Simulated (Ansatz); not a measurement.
**Cu: enthalpy against pressure**

Cu, I4/mmm, a = 2.890 Å, c = 2.720 Å. This isn't the element's structure at ambient conditions. Ansatz: PBEsol, PAW, 420 eV, Γ-centred 20×20×20 mesh on 1 atom, Gaussian smearing 0.10 eV; no spin polarisation. Cell and atoms are relaxed at each pressure, and no other structure is tried, so the rows at high pressure may lie past a change of phase. y is the enthalpy over the state at zero pressure; there V0 = 11.360 Å³/atom. The pressures are the targets, met within 0.02 GPa.

```
P (GPa) y (eV/atom)
   -3.0      -0.2147
    0.0       0.0000
    3.0       0.2109
    8.0            ?
   15.0       1.0222
   30.0       1.9794
   60.0       3.7661
```

Problem. Fit y = c1 P + c2 P² + c3 P³ to the other rows, say what c1 and c2 mean, and predict the missing value.

Solution. Least squares on the rows shown. y = 0.070786 P − 0.00018719 P² + 8.9287×10⁻⁷ P³. Since dH/dP = V, c1 is V0: 0.070786 eV/GPa × 160.2 = 11.340 Å³ against 11.360; c2 = −V0/(2B0) gives B0 = 189 GPa, where a Birch–Murnaghan fit to the volumes of the same runs (not shown) gives 165 GPa: a cubic over this range folds the higher terms into c2. At P = 8.0 the fit asked for gives 0.5548 eV/atom. The run gave 0.5547 eV/atom, so the fit is 0.0001 eV/atom too high, within the rms miss on the fitted rows (0.0004 eV/atom).

The mesh isn't the same in all rows (20×20×20, 22×22×22).